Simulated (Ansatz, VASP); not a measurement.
# MgSi: VASP beside Ansatz

Contents of INCAR:

```
PREC = Accurate ; ENCUT = 520
EDIFF = 1E-6 ; ISMEAR = 0
SIGMA = 0.15 ; LREAL = False
LASPH = True ; NELM = 100
ALGO = Fast ; ISIF = 2
LWAVE = False ; LCHARG = False
GGA = PS ; NBANDS = 10
```

KPOINTS

```
Automatic mesh
0
Gamma
  18 18 14
```

POSCAR

```
MgSi
1.0
    2.9903633700      0.0000000000      0.0000000000
    0.0000000000      2.9903633700      0.0000000000
    0.0000000000      0.0000000000      3.8815507008
Mg Si
1 1
Direct
    0.0000000000      0.0000000000      0.0000000000
    0.5000000000      0.5000000000      0.5000000000
```

Input for Ansatz:

```yaml
crystal:
  lattice:
    - [2.99036337, 0.0, 0.0]
    - [0.0, 2.99036337, 0.0]
    - [0.0, 0.0, 3.8815507008]
  atoms:
    - { symbol: Mg, position: [0.0, 0.0, 0.0] }
    - { symbol: Si, position: [0.5, 0.5, 0.5] }
basis:
  ecutwfc: 420
kpoints:
  mp_grid: { grid: [18, 18, 14] }
hamiltonian:
  xc: pbesol
scf:
  occupations: { method: gaussian, width: 0.15 }
output:
  forces: true
  stress: true
  eigenvalues: true
```

Alike in both runs: task single point; functional PBEsol; k mesh 18 × 18 × 14; occupations gaussian, width 0.15 eV; no spin polarisation.

|  | VASP | Ansatz |
| --- | --- | --- |
| version | VASP 6.6.1 | Ansatz 0.2.0 |
| potentials or method | VASP PAW PBE potentials, release 64 (Mg, Si) | scalar-relativistic, plane waves, PAW |
| plane-wave cutoff (eV) | 520 | 420 |
| valence electrons in the cell | 6 | 14 |

|  | VASP | Ansatz | Ansatz less VASP |
| --- | --- | --- | --- |
| gap on the k mesh at the Fermi level (eV) | none | none | - |
| pressure (GPa) | -0.6 | -0.6 | +0.04 |
| largest component of the traceless stress (GPa) | 1.67 | 1.68 | +0.008 |

A gap of «none» marks a metal or a gap that the smearing closes. The two sets of potentials don't hold the same shells in valence.

Caveats: the PAW data sets were made with another functional, which shifts forces and pressure a little (VASP).
